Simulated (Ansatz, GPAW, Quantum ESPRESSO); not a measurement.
## Ir: 5 runs at one level of theory

```
CELL_PARAMETERS angstrom
0.00000 1.91560 1.91560
1.91560 0.00000 1.91560
1.91560 1.91560 0.00000
ATOMIC_POSITIONS crystal
Ir 0.00000 0.00000 0.00000
```

Alike in all runs: task band structure; functional LDA; k mesh 12 × 12 × 12; occupations fermi-dirac, width 0.05 eV; no spin polarisation; no spin-orbit coupling. LDA stands for any of its common fits. Pressure is positive in compression and, in plane waves, holds the error of the finite cutoff, which Ansatz's Pulay term estimates and takes out.

```json
{"program and potentials": "Ansatz, Ansatz PAW", "plane-wave cutoff (eV)": "420", "notes": "potentials made for PBE, which Ansatz adapts in part; 17 valence electrons an atom on average; Pulay term of +0.04 GPa included", "pressure (GPa)": "-6.58"}
{"program and potentials": "Quantum ESPRESSO, PseudoDojo 0.4.1 SR LDA standard", "plane-wave cutoff (eV)": "762", "notes": "17 valence electrons an atom on average", "pressure (GPa)": "-8.61"}
{"program and potentials": "Ansatz, all-electron LAPW, scalar-relativistic", "plane-wave cutoff (eV)": "-", "notes": "-", "pressure (GPa)": "-6.57"}
{"program and potentials": "GPAW, the program's PAW data sets (release 1.2.1) made for this functional", "plane-wave cutoff (eV)": "600", "notes": "15 valence electrons an atom on average", "pressure (GPa)": "-8.83"}
{"program and potentials": "GPAW, PAW data sets generated for this functional", "plane-wave cutoff (eV)": "600", "notes": "15 valence electrons an atom on average", "pressure (GPa)": "-8.83"}
```

The pressure spans -8.83 (GPAW, the program's PAW data sets (release 1.2.1) made for this functional) to -6.57 GPa (Ansatz, all-electron LAPW, scalar-relativistic), with all-electron results at -6.57.

The functional is the same throughout but for its coding, so the spread measures potentials, basis and numerics; runs on potential files found faulty are left out.
